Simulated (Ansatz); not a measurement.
Level of theory: DFT PBE, scalar-relativistic, plane waves, PAW in Ansatz 0.2.0. All cells share a 420 eV cutoff and Γ-centred k meshes spaced at most about 0.3 Å⁻¹ (2π included). No spin polarisation in the final relaxations.

Temperature and zero-point effects are left out.

Two relaxed structures of SiO2:

A.

```
CELL_PARAMETERS angstrom
10.12149 0.00000 0.00000
0.00000 5.02955 0.00000
0.00000 0.00000 6.13530
ATOMIC_POSITIONS crystal
Si 0.40224 0.50000 0.20873
Si 0.59776 0.50000 0.79127
Si 0.90224 0.50000 0.79127
Si 0.09776 0.50000 0.20873
Si 0.00000 0.00000 0.50000
Si 0.50000 0.00000 0.50000
O 0.50000 0.50000 0.00000
O 0.25000 0.50000 0.12137
O 0.42643 0.23125 0.34837
O 0.42643 0.76875 0.34837
O 0.75000 0.50000 0.87863
O 0.57357 0.23125 0.65163
O 0.57357 0.76875 0.65163
O 0.00000 0.50000 0.00000
O 0.92643 0.23125 0.65163
O 0.92643 0.76875 0.65163
O 0.07357 0.23125 0.34837
O 0.07357 0.76875 0.34837
```

B.

```
CELL_PARAMETERS angstrom
6.09382 0.00000 0.00000
0.00000 6.09382 0.00000
0.00000 0.00000 4.76894
ATOMIC_POSITIONS crystal
Si 0.34664 0.00000 0.75000
Si 0.65336 0.00000 0.25000
Si 0.00000 0.34664 0.00000
Si 0.00000 0.65336 0.50000
O 0.50000 0.09901 0.50000
O 0.50000 0.90099 0.00000
O 0.19625 0.19625 0.87500
O 0.19625 0.80375 0.62500
O 0.80375 0.19625 0.12500
O 0.80375 0.80375 0.37500
O 0.90099 0.50000 0.75000
O 0.09901 0.50000 0.25000
```

Task: Which form is favoured at zero pressure, and by what margin per atom?

Result: B is lower, by 0.32 eV/atom. A has space group Pmma (No. 51), 17.4 Å³/atom and a gap of 2.83 eV on its mesh; B has space group P4_122 (No. 91), 14.8 Å³/atom and a gap of 5.53 eV. Counting O atoms around Si (those within 1.25 times the shortest such distance or 1.15 times the sum of covalent radii), A and B both have Si 4. The denser one is the lower, and pressure would at first widen the difference. Both come from invented guesses. The part of the Crystallography Open Database at hand lists SiO2 in space groups No. 1, 3, 5, 6, 7 and others; no cell shown has one of them.

Kohn–Sham gaps at this level usually fall short of measured ones. Cells relaxed within their symmetry can be saddle points.

The equal Si coordination numbers hide the difference that probably decides the ordering. In B every Si sits in a nearly regular tetrahedron of oxygen. In A this holds only for some of them: the Si atoms at x = 0.00000 and 0.50000 lie on inversion centres, so their four oxygens are coplanar with them, in a nearly square arrangement. Silicon(IV) strongly prefers sp³-like tetrahedral bonding; flattening it weakens the σ bonds, crowds the oxygens and leaves a low-lying empty Si p orbital normal to the plane. That orbital probably also accounts for much of A's smaller gap.

The 0.32 eV/atom therefore looks mainly like the price of planar silicon, not of an open framework, since tetrahedral silica networks of quite different density are known to lie close in energy. Puckering at these sites, which the inversion centres forbid, would probably lower A and widen its gap. The result supports B over A as given, but doesn't place B relative to quartz.
